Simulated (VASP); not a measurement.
# NbN (Fm-3m) in VASP: a series of runs

One crystal, NbN, is run at these levels: PBEsol; tasks: relaxation of the atoms.

Program: VASP 6.6.1. These are calculated values, not measurements. Logs are shortened: lines on timing, memory, paths and dates and some standing lists are left out, and cuts for length are marked.

### 1 The undisturbed crystal

Symmetry: Fm-3m, No. 225, cubic system. The conventional cell has a = 4.389 Å, b = 4.389 Å, c = 4.389 Å, α = 90.00°, β = 90.00°, γ = 90.00°. Nb (site symmetry m-3m) is surrounded by 6 N at 2.19 Å. N (site symmetry m-3m) is surrounded by 6 Nb at 2.19 Å.

Measurements of this composition are mostly on another form, of space group No. 194.

### 2 Relaxation of the atoms, PBEsol (a relaxed cell with its volume scaled by 1.02)

INCAR

```
PREC = Accurate ; ENCUT = 600
EDIFF = 1E-7 ; ISMEAR = 1
SIGMA = 0.1 ; LREAL = False
LASPH = True ; NELM = 80
ALGO = Fast ; ISIF = 2
LWAVE = False ; LCHARG = False
GGA = PS ; IBRION = 2
NSW = 40 ; EDIFFG = -0.01
```

KPOINTS

```
Automatic mesh
0
Gamma
  14 14 14
```

POSCAR

```
NbN                                     
1.0
    0.0000000000      2.2032202868      2.2032202868
    2.2032202868      0.0000000000      2.2032202868
    2.2032202868      2.2032202868      0.0000000000
  Nb              N             
     1     1
Direct
     0.5000000000000000    0.5000000000000000    0.5000000000000000
     0.0000000000000000    0.0000000000000000    0.0000000000000000
```

Potentials or basis: VASP PAW PBE potentials, release 64 (Nb_sv, N).

Command:

```
cat potpaw_PBE.64/Nb_sv/POTCAR potpaw_PBE.64/N/POTCAR > POTCAR
mpirun -np 1 vasp_std > vasp.out
```

OUTCAR:

```text
PREC = Accurate
   ENCUT = 600
   EDIFF = 1E-7
   ISMEAR = 1
   LREAL = False
   LASPH = True
   NELM = 80
   ISIF = 2
   GGA = PS
   IBRION = 2
   NSW = 40
   EDIFFG = -0.01

 ion  position               nearest neighbor table
   1  0.500  0.500  0.500-   2 2.20   2 2.20   2 2.20   2 2.20   2 2.20   2 2.20
   2  0.000  0.000  0.000-   1 2.20   1 2.20   1 2.20   1 2.20   1 2.20   1 2.20

  LATTYP: Found a face centered cubic cell.
 ALAT       =     4.4064405736

  Lattice vectors:

 A1 = (   0.0000000000,   2.2032202868,   2.2032202868)
 A2 = (   2.2032202868,   0.0000000000,   2.2032202868)
 A3 = (   2.2032202868,   2.2032202868,   0.0000000000)

Analysis of symmetry for initial positions (statically):
=====================================================================
 Subroutine PRICEL returns:
 Original cell was already a primitive cell.

 Routine SETGRP: Setting up the symmetry group for a
 face centered cubic supercell.

 Subroutine GETGRP returns: Found 48 space group operations
 (whereof 48 operations were pure point group operations)
 out of a pool of 48 trial point group operations.

The static configuration has the point symmetry O_h .

Analysis of symmetry for dynamics (positions and initial velocities):
=====================================================================
 Subroutine PRICEL returns:
 Original cell was already a primitive cell.

 Routine SETGRP: Setting up the symmetry group for a
 face centered cubic supercell.

 Subroutine GETGRP returns: Found 48 space group operations
 (whereof 48 operations were pure point group operations)
 out of a pool of 48 trial point group operations.

The dynamic configuration has the point symmetry O_h .

 Subroutine INISYM returns: Found 48 space group operations
 (whereof 48 operations are pure point group operations),
 and found     1 'primitive' translations

----------------------------------------------------------------------------------------

                                     Primitive cell

  volume of cell :      21.3897

  direct lattice vectors                    reciprocal lattice vectors
     0.000000000  2.203220287  2.203220287    -0.226940539  0.226940539  0.226940539
     2.203220287  0.000000000  2.203220287     0.226940539 -0.226940539  0.226940539
     2.203220287  2.203220287  0.000000000     0.226940539  0.226940539 -0.226940539

  length of vectors
     3.115824010  3.115824010  3.115824010     0.393072544  0.393072544  0.393072544

  position of ions in fractional coordinates (direct lattice)
     0.500000000  0.500000000  0.500000000
     0.000000000  0.000000000  0.000000000

  ion indices of the primitive-cell ions
   primitive index   ion index
                 1           1
                 2           2

----------------------------------------------------------------------------------------

 KPOINTS: Automatic mesh

Automatic generation of k-mesh.
 Grid dimensions read from file:
 generate k-points for:   14   14   14

 Generating k-lattice:

  Cartesian coordinates                     Fractional coordinates (reciprocal lattice)
    -0.016210039  0.016210039  0.016210039     0.071428571  0.000000000  0.000000000
     0.016210039 -0.016210039  0.016210039     0.000000000  0.071428571  0.000000000
     0.016210039  0.016210039 -0.016210039     0.000000000  0.000000000  0.071428571

  Length of vectors
     0.028076610  0.028076610  0.028076610

  Shift w.r.t. Gamma in fractional coordinates (k-lattice)
     0.000000000  0.000000000  0.000000000

 Subroutine IBZKPT returns following result:
 ===========================================

 Found    104 irreducible k-points:

 Following reciprocal coordinates:
            Coordinates               Weight
  0.000000  0.000000  0.000000      1.000000
  0.071429  0.000000  0.000000      8.000000
  0.142857  0.000000  0.000000      8.000000
  0.214286  0.000000  0.000000      8.000000
  0.285714  0.000000  0.000000      8.000000
  0.357143  0.000000  0.000000      8.000000
[... 16 lines left out ...]
  0.214286  0.142857  0.000000     24.000000
  0.285714  0.142857  0.000000     24.000000
 [... further k-points ...]
   k-points           NKPTS =    104   k-points in BZ     NKDIM =    104   number of bands    NBANDS=     13
   number of dos      NEDOS =    301   number of ions     NIONS =      2
   total plane-waves  NPLWV =  21952
   dimension x,y,z NGX =    28 NGY =   28 NGZ =   28
   dimension x,y,z NGXF=    56 NGYF=   56 NGZF=   56
   ions per type =               1   1
   NGX,Y,Z   is equivalent  to a cutoff of  14.94, 14.94, 14.94 a.u.
   NGXF,Y,Z  is equivalent  to a cutoff of  29.88, 29.88, 29.88 a.u.
 SYSTEM =  unknown system
   PREC   = accura    normal or accurate (medium, high low for compatibility)
   ISTART =      0    job   : 0-new  1-cont  2-samecut
   ICHARG =      2    charge: 1-file 2-atom 10-const
   ISPIN  =      1    spin polarized calculation?
   LNONCOLLINEAR =      F non collinear calculations
   LSORBIT =      F    spin-orbit coupling
   LASPH  =      T    aspherical Exc in radial PAW
   ENCUT  =  600.0 eV  44.10 Ry    6.64 a.u.   6.22  6.22  6.22*2*pi/ulx,y,z
   NELM   =     80;   NELMIN=  2; NELMDL= -5     # of ELM steps
   EDIFF  = 0.1E-06   stopping-criterion for ELM
   LREAL  =      F    real-space projection
   EDIFFG = -.1E-01   stopping-criterion for IOM
   NSW    =     40    number of steps for IOM
   IBRION =      2    ionic relax: 0-MD 1-quasi-New 2-CG
   NFREE  =      1    steps in history (QN), initial steepest desc. (CG)
   ISIF   =      2    stress and relaxation
   ISYM   =      2    0-nonsym 1-usesym 2-fastsym
   POTIM  = 0.5000    time-step for ionic-motion
   TEBEG  =    0.0;   TEEND  =   0.0 temperature during run
   PSTRESS=    0.0 pullay stress
   NELECT =      18.0000    total number of electrons
   NUPDOWN=      -1.0000    fix difference up-down
   EMIN   =  10.00;   EMAX   =-10.00  energy-range for DOS
   EFERMI =   0.00;   METHOD = LEGACY
   ISMEAR =     1;   SIGMA  =   0.10  broadening in eV -4-tet -1-fermi 0-gaus
   EFERMI_NEDOS =   21; number of points for ismear=-14 and -15
   IALGO  =     68    algorithm
   IMIX   =      4    mixing-type and parameters
     AMIX     =   0.40;   BMIX     =  1.00
     AMIX_MAG =   1.60;   BMIX_MAG =  1.00
  volume/ion in A,a.u.               =      10.69        72.17
  Fermi-wavevector in a.u.,A,eV,Ry     =   1.545602  2.920765 32.502772  2.388886
  Thomas-Fermi vector in A             =   2.650958
   LORBIT       =      0    0 simple, 1 ext, 2 COOP (PROOUT), +10 PAW based schemes
   GGA     = PS    functional components
   LHFCALC =     F    Hartree Fock is set to
   AEXX    =    0.0000 exact exchange contribution
   IVDW    =     0    specifies the selected vdW correction
   LEPSILON=     F    determine dielectric tensor
   LRPA    =     F    only Hartree local field effects (RPA)
 conjugate gradient relaxation of ions
 non-spin polarized calculation
 RMM-DIIS sequential band-by-band and
 Methfessel and Paxton  Order N= 1 SIGMA  =   0.10
  energy-cutoff  :      600.00
  volume of cell :       21.39
 maximum number of plane-waves:       725
 NGX is ok and might be reduce to    28
   NGX = 13   NGY = 13   NGZ = 13

 number of electron      18.0000000 magnetization

 Free energy of the ion-electron system (eV)
  ---------------------------------------------------
  ext. energy  EPLUGINS =         0.00000000
  ---------------------------------------------------
  free energy    TOTEN  =       -21.89387860 eV

  energy without entropy =      -21.89317698  energy(sigma->0) =      -21.89364473

 E-fermi :  13.6819     XC(G=0): -13.4996

 val. band max:       13.6692670681   @ k =  -0.2857   0.4286   0.2143
 cond. band min:      13.6821394265   @ k =  -0.2857   0.3571   0.1429
 fundamental gap:      0.0128723584
 Fermi energy:        13.6818708360

 k-point     1 :       0.0000    0.0000    0.0000
  band No.  band energies     occupation
      1     -42.5731      2.00000
      2     -18.2605      2.00000
      3     -18.2605      2.00000
      4     -18.2605      2.00000
      5      -3.7949      2.00000
      6      10.4221      2.00000
      7      10.4221      2.00000
      8      10.4221      2.00000
      9      11.7163      2.00000
     10      11.7163      2.00000
     11      11.7163      2.00000
     12      13.5516      2.06922
     13      13.5516      2.06922

 k-point     2 :       0.0714    0.0000    0.0000
  band No.  band energies     occupation
      1     -42.5666      2.00000
      2     -18.3164      2.00000
      3     -18.2651      2.00000
      4     -18.2651      2.00000
      5      -3.6833      2.00000
      6       9.8208      2.00000
      7       9.9597      2.00000
      8       9.9597      2.00000
      9      11.9044      2.00000
     10      11.9044      2.00000
     11      12.0352      2.00000
     12      14.0721     -0.00000
     13      14.0749     -0.00000

 k-point     3 :       0.1429    0.0000    0.0000
  band No.  band energies     occupation
      1     -42.5484      2.00000
      2     -18.4702      2.00000
      3     -18.2779      2.00000
      4     -18.2779      2.00000
      5      -3.3673      2.00000
      6       8.7065      2.00000
      7       9.1171      2.00000
      8       9.1171      2.00000
      9      12.3113      2.00000
     10      12.3113      2.00000
     11      12.4757      2.00000
     12      15.2263     -0.00000
     13      15.2268     -0.00000
[... 305 lines left out ...]
 k-point    23 :       0.2143    0.1429    0.0000
  band No.  band energies     occupation
      1     -42.5205      2.00000
      2     -18.5916      2.00000
      3     -18.3538      2.00000
      4     -18.3428      2.00000
      5      -3.0108      2.00000
      6       7.1004      2.00000
      7       9.1056      2.00000
      8       9.2789      2.00000
      9      10.9797      2.00000
     10      13.7292      0.29023
     11      13.9399     -0.00161
     12      14.6209     -0.00000
     13      16.3073      0.00000

 k-point    24 :       0.2857    0.1429    0.0000
  band No.  band energies     occupation
      1     -42.4948      2.00000
      2     -18.7796      2.00000
      3     -18.3805      2.00000
      4     -18.3635      2.00000
      5      -2.6415      2.00000
      6       6.5126      2.00000
      7       8.2783      2.00000
      8       8.6655      2.00000
      9      11.3870      2.00000
     10      14.2419     -0.00000
     11      14.4980     -0.00000
     12      15.8008      0.00000
     13      17.2798      0.00000

 [... further k-points ...]
[... 5 lines left out ...]
  --------------------------------------------------------------------------------------
  -------------------------------------------------------------------------------------
  Total       -0.8483295     -0.8483295     -0.8483295     -0.0000000      0.0000000      0.0000000
  in kB      -63.5435362    -63.5435362    -63.5435362     -0.0000000      0.0000000      0.0000000
  external PRESSURE =     -63.5435362 kB  Pullay stress =       0.0000000 kB

 VOLUME and BASIS-vectors are now :
 -----------------------------------------------------------------------------
  energy-cutoff  :      600.00
  volume of cell :       21.39
      direct lattice vectors                 reciprocal lattice vectors
     0.000000000  2.203220287  2.203220287    -0.226940539  0.226940539  0.226940539
     2.203220287  0.000000000  2.203220287     0.226940539 -0.226940539  0.226940539
     2.203220287  2.203220287  0.000000000     0.226940539  0.226940539 -0.226940539

 POSITION                                       TOTAL-FORCE (eV/Angst)
 -----------------------------------------------------------------------------------
      2.20322      2.20322      2.20322        -0.000000      0.000000     -0.000000
      0.00000      0.00000      0.00000         0.000000     -0.000000      0.000000
 -----------------------------------------------------------------------------------
    total drift:                                0.000000      0.000000      0.000000

  FREE ENERGIE OF THE ION-ELECTRON SYSTEM (eV)
  ---------------------------------------------------
  free  energy   TOTEN  =       -21.8938786024 eV

  energy  without entropy=      -21.8931769816  energy(sigma->0) =      -21.89364473

 reached required accuracy - stopping structural energy minimisation
```

It took 1.8 min on 1 thread of Intel Xeon Platinum 8488C (Sapphire Rapids), shared host; peak memory 0.18 GiB.

What came out:

| Property | Result |
| --- | --- |
| Free energy | -21.8939 eV |
| Pressure after relaxing | -6.4 GPa |

Final structure:
```xyz
2
Lattice="0.0000 2.2032 2.2032 2.2032 0.0000 2.2032 2.2032 2.2032 0.0000" Properties=species:S:1:pos:R:3 pbc="T T T"
Nb    2.2032    2.2032    2.2032
N     0.0000    0.0000    0.0000
```

Levels at points of the mesh, in eV from the Fermi level:
```csv
k point,band 7,band 8,band 9,band 10,band 11,band 12
"(0.00, 0.00, 0.00)",-3.26,-3.26,-1.97,-1.97,-1.97,-0.13
"(0.50, 0.00, 0.00)",-6.98,-6.98,1.52,1.52,2.09,4.47
"(0.50, 0.50, 0.00)",-4.99,-3.94,-3.94,1.61,2.83,2.83
```

Caveat: the relaxation stopped at its first step, so nothing moved; the bands computed are all filled at some k points, so no gap is given; the PAW data sets were made with another functional, which shifts forces and pressure a little.

### 3 Relaxation of the atoms, PBEsol (a relaxed cell with its volume scaled by 1.04)

INCAR is that of step 2.

KPOINTS is that of step 2.

POSCAR

```
NbN                                     
1.0
    0.0000000000      2.2175273129      2.2175273129
    2.2175273129      0.0000000000      2.2175273129
    2.2175273129      2.2175273129      0.0000000000
  Nb              N             
     1     1
Direct
     0.5000000000000000    0.5000000000000000    0.5000000000000000
     0.0000000000000000    0.0000000000000000    0.0000000000000000
```

Potentials or basis: VASP PAW PBE potentials, release 64 (Nb_sv, N).

Command:

```
cat potpaw_PBE.64/Nb_sv/POTCAR potpaw_PBE.64/N/POTCAR > POTCAR
mpirun -np 1 vasp_std > vasp.out
```

It took 97 s on 1 thread of Intel Xeon Platinum 8488C (Sapphire Rapids), shared host; peak memory 0.18 GiB.

The run converged. Its results:

* Free energy: -21.8704 eV
* Pressure after relaxing: -12.1 GPa

Final structure:
```
Nb N
1.0
     0.00000    2.21753    2.21753
     2.21753    0.00000    2.21753
     2.21753    2.21753    0.00000
Nb N
1 1
Direct
  0.50000 0.50000 0.50000
  0.00000 0.00000 0.00000
```

Levels at points of the mesh, in eV from the Fermi level:
| k point | band 5 | band 6 | band 7 | band 8 | band 9 | band 10 | band 11 | band 12 | band 13 |
| --- | --- | --- | --- | --- | --- | --- | --- | --- | --- |
| (0.00, 0.00, 0.00) | -17.35 | -3.20 | -3.20 | -3.20 | -1.92 | -1.92 | -1.92 | -0.13 | -0.13 |
| (0.50, 0.00, 0.00) | -14.90 | -8.94 | -6.85 | -6.85 | 1.47 | 1.47 | 2.03 | 4.42 | 6.61 |
| (0.50, 0.50, 0.00) | -16.61 | -5.67 | -4.87 | -3.89 | -3.89 | 1.55 | 2.74 | 2.74 | 3.89 |

Caveat: the relaxation stopped at its first step, so nothing moved; the bands computed are all filled at some k points, so no gap is given; the PAW data sets were made with another functional, which shifts forces and pressure a little.

### 4 Relaxation of the atoms, PBEsol (a relaxed cell with its volume scaled by 1.06)

INCAR is that of step 3.

KPOINTS is that of step 3.

POSCAR

```
NbN                                     
1.0
    0.0000000000      2.2316520715      2.2316520715
    2.2316520715      0.0000000000      2.2316520715
    2.2316520715      2.2316520715      0.0000000000
  Nb              N             
     1     1
Direct
     0.5000000000000000    0.5000000000000000    0.5000000000000000
     0.0000000000000000    0.0000000000000000    0.0000000000000000
```

Command:

```
cat potpaw_PBE.64/Nb_sv/POTCAR potpaw_PBE.64/N/POTCAR > POTCAR
mpirun -np 1 vasp_std > vasp.out
```

It took 100 s on 1 thread of Intel Xeon Platinum 8488C (Sapphire Rapids), shared host; peak memory 0.18 GiB.

Results (log left out):

```yaml
Free_energy: -21.8329 eV
Pressure_after_relaxing: -17.2 GPa
```

Final structure:
```yaml
crystal:
  lattice:
    - [0.00000, 2.23165, 2.23165]
    - [2.23165, 0.00000, 2.23165]
    - [2.23165, 2.23165, 0.00000]
  atoms:
    - { symbol: Nb, position: [0.50000, 0.50000, 0.50000] }
    - { symbol: N, position: [0.00000, 0.00000, 0.00000] }
```

Levels at points of the mesh, in eV from the Fermi level:
```csv
k point,band 7,band 8,band 9,band 10,band 11,band 12
"(0.00, 0.00, 0.00)",-3.15,-3.15,-1.87,-1.87,-1.87,-0.14
"(0.50, 0.00, 0.00)",-6.72,-6.72,1.42,1.42,1.97,4.36
"(0.50, 0.50, 0.00)",-4.75,-3.85,-3.85,1.50,2.65,2.66
```

Caveat: the relaxation stopped at its first step, so nothing moved; the bands computed are all filled at some k points, so no gap is given; the PAW data sets were made with another functional, which shifts forces and pressure a little.

### 5 Summary

```tsv
cell	pressure (GPa)
atoms relaxed from: a relaxed cell with its volume scaled by 1.02	-6.4
atoms relaxed from: a relaxed cell with its volume scaled by 1.04	-12.1
atoms relaxed from: a relaxed cell with its volume scaled by 1.06	-17.2
```

Alike in all rows: task relaxation of the atoms; level PBEsol; potentials or basis VASP PAW PBE potentials, release 64 (Nb_sv, N); no spin polarisation; k mesh 14 × 14 × 14; cutoff (eV) 600; smearing methfessel-paxton 0.1 eV.

Caveats: the relaxation stopped at its first step, so nothing moved; the bands computed are all filled at some k points, so no gap is given; the PAW data sets were made with another functional, which shifts forces and pressure a little.

Total energies depend on the potentials used, so only differences within one code and one set of settings carry meaning.
